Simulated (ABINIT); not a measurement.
Crystal: ZrS2.

```xyz
3
Lattice="3.6914 0.0000 0.0000 -1.8457 3.1968 0.0000 0.0000 0.0000 6.0411" Properties=species:S:1:pos:R:3 pbc="T T T"
Zr    0.0000    0.0000    0.0000
S     0.0000    2.1312    1.4372
S     1.8457    1.0656    4.6038
```

The cell is a database's computed one.

Base run:

| Property | Result |
| --- | --- |
| Program | ABINIT 10.8.3 (patched build) |
| Functional | PBEsol |
| Potentials or basis | JTH PAW PBE v2.0 |
| Cutoff | 544 eV |
| k mesh | 8 × 8 × 5 |
| Occupations | fermi-dirac, width 0.05 eV |
| Spin | no spin polarisation |
| Hubbard terms | Zr d U = 6 eV |

Its results: band gap on the k mesh 1.44 eV, indirect (least direct gap 2.13 eV); pressure 0.9 GPa; largest force 0.205 eV/Å.

Problem. The run is repeated on the same cell with these changes: hubbard terms from Zr d U = 6 eV to Zr d U = 8 eV. What comes out?

Solution. Band gap on the k mesh 1.60 eV, indirect (least direct gap 2.31 eV); pressure 2.1 GPa; largest force 0.329 eV/Å.

Caveats: the PAW data sets were made with another functional, which shifts forces and pressure a little; an odd mesh through Γ misses points on the zone boundary, where band edges often lie; this functional lacks dispersion, which binds the layers, so the pressure and a relaxed spacing across them are unreliable.
